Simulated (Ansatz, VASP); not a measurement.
# CdS (Hawleyite) in two plane-wave programs

Aim: how closely do two programs agree when they are given the same cell, functional and k mesh? The cell is taken from a series of VASP runs on this material, whose earlier steps may have relaxed, scaled or displaced it; both programs get it as it stands.

Method: plane waves, with VASP 6.6.1 beside it; band structure at LDA, in Ansatz 0.2.0.

**1. The starting structure**

It takes space group F-43m (No. 216, cubic). Conventional cell: a = 5.768 Å, b = 5.768 Å, c = 5.768 Å, α = 90.00°, β = 90.00°, γ = 90.00°. Cd has 4 S at 2.50 Å nearest. Nearest to S lie 4 Cd at 2.50 Å. Farther neighbours and most contacts between anions are not listed.

**2. Ansatz: band structure, LDA**

Ansatz runs on its default PAW (the set named soft_2) files.

Levels along a path test the potential and the projectors away from the mesh points.

File input.yaml:

```yaml
crystal:
  lattice:
    - [0.0, 2.8837844607, 2.8837844607]
    - [2.8837844607, 0.0, 2.8837844607]
    - [2.8837844607, 2.8837844607, 0.0]
  atoms:
    - { symbol: Cd, position: [0.0, 0.0, 0.0] }
    - { symbol: S, position: [0.75, 0.75, 0.75] }
hamiltonian:
  xc: lda
  pseudopotentials: { kind: paw }
kpoints:
  mp_grid: { grid: [6, 6, 6] }
  band_path:
    path:
      - [0.0, 0.0, 0.0]
      - [0.16667, 0.0, 0.16667]
      - [0.33333, 0.0, 0.33333]
      - [0.5, 0.0, 0.5]
      - [0.5, 0.08333, 0.58333]
      - [0.5, 0.19444, 0.69444]
      - [0.5, 0.25, 0.75]
      - [0.45833, 0.29167, 0.75]
      - [0.40278, 0.34722, 0.75]
      - [0.375, 0.375, 0.75]
      - [0.20833, 0.20833, 0.41667]
      - [0.08333, 0.08333, 0.16667]
      - [0.0, 0.0, 0.0]
      - [0.22222, 0.22222, 0.22222]
      - [0.38889, 0.38889, 0.38889]
      - [0.51389, 0.47222, 0.51389]
      - [0.55556, 0.38889, 0.55556]
      - [0.61111, 0.27778, 0.61111]
      - [0.61111, 0.25, 0.63889]
      - [0.56944, 0.25, 0.68056]
      - [0.51389, 0.25, 0.73611]
      - [0.5, 0.27778, 0.72222]
      - [0.5, 0.38889, 0.61111]
      - [0.5, 0.47222, 0.52778]
      - [0.48611, 0.48611, 0.52778]
      - [0.43056, 0.43056, 0.63889]
      - [0.38889, 0.38889, 0.72222]
      - [0.59722, 0.19444, 0.59722]
      - [0.55556, 0.11111, 0.55556]
      - [0.5, 0.0, 0.5]
    npoints: 1
scf:
  occupations: { method: gaussian, width: 0.03 }
  n_extra_bands: 7
output:
  forces: true
  stress: true
  eigenvalues: true
```

The run is started by

```console
ansatz run input.yaml --threads 2 --pin off --max-ram 4608MiB --backend cpu --events-out ev --progress --plain --runs-dir out
```

Numbers of over 12 decimals in the logs are rounded to 6 here.

The log of the run:

```text
scf.n_extra_bands = 7 over 13 filled bands (N_el = 26.0): the run solves 20 bands
Engine: ansatz 0.2.0, aarch64-unknown-linux-gnu
Pseudopotentials: kind: paw
Pseudopotential: Cd, paw, valence charge 20, recommended cutoff 420 eV (normal), Cd.paw.azcp
Pseudopotential: S, paw, valence charge 6, recommended cutoff 420 eV (normal), S.paw.azcp
Functional definition: SPW92
  exchange = slater_x
  correlation = pw_c
Crystal: 2 atoms, lattice volume = 47.964 Å³
Basis set: ecut = 420 eV, 941 PW (Γ)
Bands: 20, of which v1, the nominal top of the filled ones, is band 13 counted from 1 (12 counted from 0)
Symmetry: 24 space group operations
Space group: F-43m (ITA 216), of the structure as read, at distance tolerance 3.6e-5 Å
k-points: 16 of 216 (time reversal used)
Non-local potential: Cd, projectors of the file, l = 0: 3, l = 1: 2, l = 2: 2, l = 3: 1
Non-local potential: S, projectors of the file, l = 0: 2, l = 1: 2, l = 2: 2
PAW form: soft (Blöchl's): semilocal exchange-correlation on the pseudo side does not see the compensation charge
PAW frozen core: Cd, regenerated for the run's functional, and the local potential with it (the file was generated under x = pbe(κ = 0.804, μ = 0.219515), c = pbe(β = 0.066725))
PAW frozen core: S, regenerated for the run's functional, and the local potential with it (the file was generated under x = pbe(κ = 0.804, μ = 0.219515), c = pbe(β = 0.066725))
PAW one-centre angular grid: Cd, 590 points (default); XC on 64 Gauss nodes
PAW one-centre angular grid: S, 110 points (default); XC on 64 Gauss nodes
Initial density: superposition of atomic densities (neutral atoms: chi_scale 0, normalization atom), corrected by the library's trained network
Initial wavefunctions: pseudopotential atomic-orbital guess
Functional: x = slater, c = lda
SCF iter   1: F=—  HF=-8988.651754 eV  |F-HF|=—  |Δ(HF+E_count)|=         —  Δρ=8.36e-3  dr2=3.17e-2  ethr=1.77e-3  ⟨swp⟩=5.8  Hψ=1588  notcnv=0  defer=3
preconditioner: auto → none  [insulator: Δε(μ)=0.838 eV  Ē_g=14.682 eV  σ=0.030 eV  W_gap=1.00  n_scr=14 (ndim 8)  ℏωp=22.7 eV  f_vac=0.122  D(μ)=0.00/eV (n_scr^D=0)  ε∞_Penn≈3.4]
SCF iter   2: F=—  HF=-8988.641942 eV  |F-HF|=—  |Δ(HF+E_count)|=   9.81e-3  Δρ=2.55e-3  dr2=1.31e-3  ethr=1.22e-4  ⟨swp⟩=2.1  Hψ=657  notcnv=0  defer=38
SCF iter   3: F=—  HF=-8988.641529 eV  |F-HF|=—  |Δ(HF+E_count)|=   4.13e-4  Δρ=1.13e-3  dr2=2.73e-4  ethr=5.04e-6  ⟨swp⟩=2.8  Hψ=477  notcnv=0  defer=38
SCF iter   4: F=—  HF=-8988.641453 eV  |F-HF|=—  |Δ(HF+E_count)|=   7.64e-5  Δρ=1.70e-4  dr2=1.24e-5  ethr=1.05e-6  ⟨swp⟩=2.0  Hψ=426  notcnv=0  defer=38
SCF iter   5: F=—  HF=-8988.641469 eV  |F-HF|=—  |Δ(HF+E_count)|=   1.64e-5  Δρ=3.08e-5  dr2=2.25e-7  ethr=4.77e-8  ⟨swp⟩=2.1  Hψ=420  notcnv=0  defer=38
SCF iter   6: F=-8988.641469 eV  HF=-8988.641469 eV  |F-HF|=1.28e-8  |Δ(HF+E_count)|=   7.55e-8  Δρ=7.66e-6  dr2=1.64e-8  ethr=3.85e-10  ⟨swp⟩=8.3  Hψ=1500  notcnv=0
SCF 1 converged in 6 iterations: F = -8988.641469 eV  dr2 = 1.64e-8
  greatest PAW one-centre occupation: 1.000 electrons in one spin orbital (limit 2), on the Cd atom at site 0 (counted from 0), in its partial waves of l = 0
NSCF: frozen V_eff on 30 k-points
SCF converged after 6 iterations
Free energy (F): -8988.641469 eV
Harris-Foulkes:  -8988.641469 eV  (|F-HF|=1.28e-8)
Internal energy: -8988.641469 eV  (E = F + TS)
E sigma→0 (E₀):  -8988.641469 eV
Fermi energy:    7.589231 eV
--- Per-component energies (eV) ---
  E_band       = -503.510823
  E_kinetic    = 612.726432
  E_local      = -3967.253257  (includes V_loc(G=0)·N_el)
  E_nonlocal   = 70.398392
  E_hartree    = 1818.330832
  E_xc         = -271.863299
  E_vxc        = -309.252614  (∫ρ·V_xc dr)
  E_paw        = -4516.231969  (= ΣΔE_a)
  E_vpaw       = -546.798942  (= ΣTr[D̂ρ^β])
  E_aug_tail   = 0.000013  (compensation charges beyond the density's cutoff)
  E_ewald      = -2735.668378
  E_core_change = 0.919766  (= ΣΔE_core)
  E_smearing   = -0.000000  (= −TS)
  E_closure    = 0.000000  (closes the sum)
  Σ components = -8988.641469   (vs F -8988.641469, Δ=0.00e0)
--- Forces (eV/Å), atoms counted from 1 ---
  atom   1  Cd    -0.00000000     0.00000000     0.00000000
  atom   2  S      0.00000000    -0.00000000    -0.00000000
  max |Σ_I F_I| component: 1.02e-16 eV/Å
--- Stress (GPa, compression-positive) ---
       -0.373891       0.000000      -0.000000
       -0.000000      -0.373891       0.000000
       -0.000000       0.000000      -0.373891
  P = ⅓ Tr σ = -0.3739 GPa (-3.739 kbar)
--- Band table (eV; the first three rows and the last of 16) ---
  k-point 0: bands = [... 9 lower, -0.2422, 7.1221, 7.1221, 7.1221, 8.0553, 13.4458, 13.4458, 13.4458, ... 3 higher]
  k-point 1: bands = [... 9 lower, -0.2435, 5.4992, 6.8976, 6.8976, 9.2757, 13.1020, 13.7792, 13.7792, ... 3 higher]
  k-point 2: bands = [... 9 lower, -0.2243, 3.4930, 6.4915, 6.4915, 9.9073, 13.6686, 14.0194, 14.0194, ... 3 higher]
  k-point 15: bands = [... 9 lower, 0.4043, 2.9360, 4.7381, 4.8359, 11.6089, 12.1428, 15.1585, 15.2886, ... 3 higher]
```

Run time: 1.6 s. Hardware: 2 threads of Arm Neoverse V1, shared host; peak memory 0.29 GiB; 2.9 s of CPU time.

In the SCF lines HF is the Harris–Foulkes energy and dr2 the Hartree energy of the density residual, in eV; the loop may stop once dr2 is under the threshold and the program's other checks hold. Hψ counts applications of the Hamiltonian.

**3. VASP: band structure, LDA**

The same cell, functional (in two slightly different forms), mesh and smearing now go to VASP, with its own data sets and cutoff.

Lines of VASP's logs that name or quote its potential files are left out, and so is its time.

File INCAR:

```
SYSTEM = CdS
PREC = Accurate
ENCUT = 350
EDIFF = 1E-06
NELM = 100
ISMEAR = 0
SIGMA = 0.03
LREAL = .FALSE.
ALGO = Normal
GGA = CA
NBANDS = 21
LORBIT = 11
LWAVE = .FALSE.
LCHARG = .FALSE.
KPAR = 4
LASPH = .TRUE.
```

File POSCAR:

```
CdS
1.0
    0.0000000000      2.8837844607      2.8837844607
    2.8837844607      0.0000000000      2.8837844607
    2.8837844607      2.8837844607      0.0000000000
Cd S
1 1
Direct
    0.0000000000      0.0000000000      0.0000000000
    0.7500000000      0.7500000000      0.7500000000
```

File KPOINTS:

```
Automatic mesh
0
Gamma
6 6 6
0 0 0
```

File KPOINTS_OPT:

```
Line mode
10
Line-mode
Reciprocal
  0.00000000   0.00000000   0.00000000 GAMMA
  0.50000000   0.00000000   0.50000000 X

  0.50000000   0.00000000   0.50000000 X
  0.50000000   0.25000000   0.75000000 W

  0.50000000   0.25000000   0.75000000 W
  0.37500000   0.37500000   0.75000000 K

  0.37500000   0.37500000   0.75000000 K
  0.00000000   0.00000000   0.00000000 GAMMA

  0.00000000   0.00000000   0.00000000 GAMMA
  0.50000000   0.50000000   0.50000000 L

  0.50000000   0.50000000   0.50000000 L
  0.62500000   0.25000000   0.62500000 U

  0.62500000   0.25000000   0.62500000 U
  0.50000000   0.25000000   0.75000000 W

  0.50000000   0.25000000   0.75000000 W
  0.50000000   0.50000000   0.50000000 L

  0.50000000   0.50000000   0.50000000 L
  0.37500000   0.37500000   0.75000000 K

  0.62500000   0.25000000   0.62500000 U
  0.50000000   0.00000000   0.50000000 X
```

Potentials, in the order of the species: Cd and S (LDA family, release 64).

The run is started by

```console
mpirun -np 4 vasp_std
```

The log of the run:

```text
[banner, memory and clock lines left out]
running    4 mpi-ranks, on    1 nodes
 distrk:  each k-point on    1 cores,    4 groups
 distr:  one band on    1 cores,    1 groups

 POSCAR found type information on POSCAR CdS
 POSCAR found :  2 types and       2 ions
 LDA part: xc-table for (Slater(with rela. corr.)+CA(PZ))
 , standard interpolation
 POSCAR, INCAR and KPOINTS ok, starting setup
 FFT: planning ... GRIDC
 FFT: planning ... GRID_SOFT
 FFT: planning ... GRID
 WAVECAR not read
 entering main loop
       N       E                     dE             d eps       ncg     rms          rms(c)
DAV:   1     0.871693431045E+02    0.87169E+02   -0.69814E+03   720   0.569E+02
DAV:   2    -0.450722648892E+01   -0.91677E+02   -0.86082E+02   782   0.182E+02
DAV:   3    -0.790150855347E+01   -0.33943E+01   -0.33767E+01   802   0.364E+01
DAV:   4    -0.791844140048E+01   -0.16933E-01   -0.16932E-01   767   0.252E+00
DAV:   5    -0.791859341569E+01   -0.15202E-03   -0.15201E-03   797   0.214E-01    0.885E+00
DAV:   6    -0.743521422716E+01    0.48338E+00   -0.45252E-01   879   0.887E+00    0.699E+00
DAV:   7    -0.740634641649E+01    0.28868E-01   -0.13470E-01   797   0.211E+00    0.313E+00
DAV:   8    -0.740100845343E+01    0.53380E-02   -0.14331E-02   762   0.117E+00    0.253E-01
DAV:   9    -0.740062162111E+01    0.38683E-03   -0.13221E-03   814   0.477E-01    0.706E-02
DAV:  10    -0.740061323245E+01    0.83887E-05   -0.11613E-04   772   0.114E-01    0.593E-02
DAV:  11    -0.740062143678E+01   -0.82043E-05   -0.39270E-05   755   0.395E-02    0.281E-02
DAV:  12    -0.740061894749E+01    0.24893E-05   -0.54199E-06   836   0.276E-02    0.817E-03
DAV:  13    -0.740061904871E+01   -0.10122E-06   -0.10437E-06   581   0.496E-03
   1 F= -.74006190E+01 E0= -.74006190E+01  d E =-.424176E-28
 Start KPOINTS_OPT (optional k-point list driver)
k-point batch [1-16\100]
       N       E                     dE             ncg
DAV:   1     0.239410085375E+03   -0.56598E+04      704
DAV:   2    -0.130665170520E+04   -0.15461E+04      760
DAV:   3    -0.136357644714E+04   -0.56925E+02      817
DAV:   4    -0.136383493268E+04   -0.25849E+00      767
DAV:   5    -0.136383698825E+04   -0.20556E-02      854
DAV:   6    -0.136383701057E+04   -0.22319E-04      785
DAV:   7    -0.136383701083E+04   -0.25553E-06      698
[...]
k-point batch [97-100\100]
       N       E                     dE             ncg
DAV:   1     0.641660911855E+04   -0.20289E+04      176
DAV:   2     0.603001112607E+04   -0.38660E+03      188
DAV:   3     0.601563633896E+04   -0.14375E+02      203
DAV:   4     0.601556590507E+04   -0.70434E-01      198
DAV:   5     0.601556533479E+04   -0.57028E-03      203
DAV:   6     0.601556532814E+04   -0.66495E-05      208
DAV:   7     0.601556532806E+04   -0.82272E-07      166
```

Parts of OUTCAR (step 3):

```text
ion  position               nearest neighbor table
   1  0.000  0.000  0.000-   2 2.50   2 2.50   2 2.50   2 2.50
   2  0.750  0.750  0.750-   1 2.50   1 2.50   1 2.50   1 2.50

  LATTYP: Found a face centered cubic cell.
 ALAT       =     5.7675689214

 Subroutine GETGRP returns: Found 24 space group operations
 (whereof 24 operations were pure point group operations)

The static configuration has the point symmetry T_d .

 Found     16 irreducible k-points:

   k-points           NKPTS =     16   k-points in BZ     NKDIM =     16   number of bands    NBANDS=     21

   dimension x,y,z NGX =    28 NGY =   28 NGZ =   28
   dimension x,y,z NGXF=    56 NGYF=   56 NGZF=   56

   ENCUT  =  350.0 eV  25.72 Ry    5.07 a.u.   6.22  6.22  6.22*2*pi/ulx,y,z

   NELECT =      18.0000    total number of electrons

 k-points in reciprocal lattice and weights: Automatic mesh
   0.00000000  0.00000000  0.00000000       0.005
   0.16666667  0.00000000  0.00000000       0.037
   0.33333333  0.00000000  0.00000000       0.037
   0.50000000  0.00000000  0.00000000       0.019
   0.16666667  0.16666667  0.00000000       0.028
   0.33333333  0.16666667  0.00000000       0.111
   0.50000000  0.16666667  0.00000000       0.111
  -0.33333333  0.16666667  0.00000000       0.111
  -0.16666667  0.16666667  0.00000000       0.056
[...]
-0.33333333  0.33333333  0.16666667       0.111
  -0.33333333  0.50000000  0.16666667       0.056

 average (electrostatic) potential at core
       1 -39.8698       2 -89.6144

 E-fermi :   1.6627

 k-point     1 :       0.0000    0.0000    0.0000
  band No.  band energies     occupation
    ...
      5      -5.9359      2.00000
      6      -5.9359      2.00000
      7       1.4362      2.00000
      8       1.4362      2.00000
      9       1.4362      2.00000
     10       2.3952      0.00000
     11       7.7829      0.00000
     12       7.7829      0.00000
     13       7.7829      0.00000
     14      12.6937      0.00000
    ...

 k-point     2 :       0.1667    0.0000    0.0000
  band No.  band energies     occupation
    ...
      5      -5.9372      2.00000
      6      -5.9372      2.00000
      7      -0.1868      2.00000
      8       1.2106      2.00000
      9       1.2106      2.00000
     10       3.6124      0.00000
     11       7.4472      0.00000
     12       8.1196      0.00000
     13       8.1196      0.00000
     14      12.0586      0.00000
    ...

 k-point     3 :       0.3333    0.0000    0.0000
  band No.  band energies     occupation
    ...
      5      -5.9181      2.00000
      6      -5.9181      2.00000
      7      -2.1974      2.00000
      8       0.8034      2.00000
      9       0.8034      2.00000
     10       4.2415      0.00000
     11       8.0190      0.00000
     12       8.3568      0.00000
     13       8.3568      0.00000
     14      12.2152      0.00000
    ...

  Total       -0.0742945     -0.0742945     -0.0742945     -0.0000000      0.0000000     -0.0000000
  in kB       -2.4816984     -2.4816984     -2.4816984     -0.0000000      0.0000000     -0.0000000
  external PRESSURE =      -2.4816984 kB  Pullay stress =       0.0000000 kB

  energy-cutoff  :      350.00
  volume of cell :       47.96
      direct lattice vectors                 reciprocal lattice vectors
     0.000000000  2.883784461  2.883784461    -0.173383277  0.173383277  0.173383277
     2.883784461  0.000000000  2.883784461     0.173383277 -0.173383277  0.173383277
     2.883784461  2.883784461  0.000000000     0.173383277  0.173383277 -0.173383277

 POSITION                                       TOTAL-FORCE (eV/Angst)
 -----------------------------------------------------------------------------------
      0.00000      0.00000      0.00000         0.000000      0.000000      0.000000
      4.32568      4.32568      4.32568        -0.000000     -0.000000     -0.000000
 -----------------------------------------------------------------------------------
    total drift:                               -0.000000     -0.000000     -0.000000

  FREE ENERGIE OF THE ION-ELECTRON SYSTEM (eV)
  ---------------------------------------------------
  free  energy   TOTEN  =        -7.4006190487 eV

  energy  without entropy=       -7.4006190487  energy(sigma->0) =       -7.40061905

 total charge
# of ion       s       p       d       tot
------------------------------------------
    1        0.449   0.356   9.537  10.342
    2        1.322   2.390   0.000   3.711
--------------------------------------------------
tot          1.770   2.745   9.537  14.053

[... 3 further parts left out ...]
```

The run ends at a pressure of -0.25 GPa.

**4. Side by side**

Known differences besides the potentials themselves: the two LDA forms differ slightly; the data sets hold 26 valence electrons in Ansatz (default PAW (the set named soft_2) files) and 18 in VASP; the cutoff is 420 eV in Ansatz and 350 eV in VASP; VASP's log shows a relativistic correction to its local exchange, Ansatz's none. Total energies have different zeros and are not compared.

Compared:

```
                     quantity  Ansatz   VASP  difference
               pressure (GPa)   -0.37  -0.25       -0.13
gap over the path points (eV)   0.933  0.959      -0.026
```

Levels at points of the path, from each program's valence-band top (eV; 4 filled, then empty):

```
k (reciprocal lattice)                                  Ansatz                                    VASP
     0.000 0.000 0.000     -7.36 0.00 0.00 0.00 0.93 6.32 6.32     -7.37 0.00 0.00 0.00 0.96 6.35 6.35
     0.167 0.000 0.167  -7.34 -1.56 -0.59 -0.59 2.65 5.25 7.13  -7.35 -1.56 -0.60 -0.60 2.67 5.27 7.17
     0.333 0.000 0.333  -7.26 -3.27 -1.59 -1.59 3.58 4.31 8.18  -7.27 -3.27 -1.60 -1.60 3.59 4.33 8.21
     0.500 0.000 0.500  -6.88 -4.21 -2.04 -2.04 3.25 4.19 9.05  -6.89 -4.21 -2.05 -2.05 3.25 4.20 9.10
     0.500 0.083 0.583  -6.83 -4.20 -2.16 -2.12 3.60 4.44 8.78  -6.83 -4.20 -2.17 -2.13 3.60 4.45 8.83
     0.500 0.194 0.694  -6.69 -4.18 -2.44 -2.33 4.82 5.21 7.57  -6.69 -4.18 -2.45 -2.34 4.83 5.24 7.60
     0.500 0.250 0.750  -6.67 -4.18 -2.49 -2.36 5.23 5.40 7.05  -6.67 -4.17 -2.50 -2.38 5.23 5.43 7.08
     0.458 0.292 0.750  -6.68 -4.18 -2.61 -2.13 4.86 5.37 7.33  -6.69 -4.18 -2.62 -2.14 4.87 5.40 7.36
     0.403 0.347 0.750  -6.72 -4.21 -2.74 -1.73 4.12 5.35 8.14  -6.73 -4.21 -2.75 -1.74 4.12 5.38 8.18
     0.375 0.375 0.750  -6.73 -4.21 -2.75 -1.66 4.00 5.34 8.29  -6.73 -4.21 -2.77 -1.67 4.00 5.37 8.33
```

Among the levels compared at these points, filled levels agree within 12 meV and empty ones within 48 meV.

**5. Results**

```
difference in gap over the path points (band structure, LDA) : -0.026 eV
```

The difference in gap over the path points is -0.026 eV (band structure, LDA), within the 0.08 eV picked in this series as the mark of a large difference. 2 further runs of this series are not shown here. Such differences can come from data sets, numerical settings and the points named under the comparisons, not from the functional's error against experiment.

[Lines on the potential files, build, host, timing and source positions are cut from VASP's logs without a mark.]

[Logs are printed without paths, hosts, clocks, repeated set-up lines and the standing remarks that a program may print on its own settings, such as how far it seeks lower states.]

[Hosts, paths, dates, database ids (printed as entryN), source tags and the programs' standing remarks are cut or masked in the printed files.]
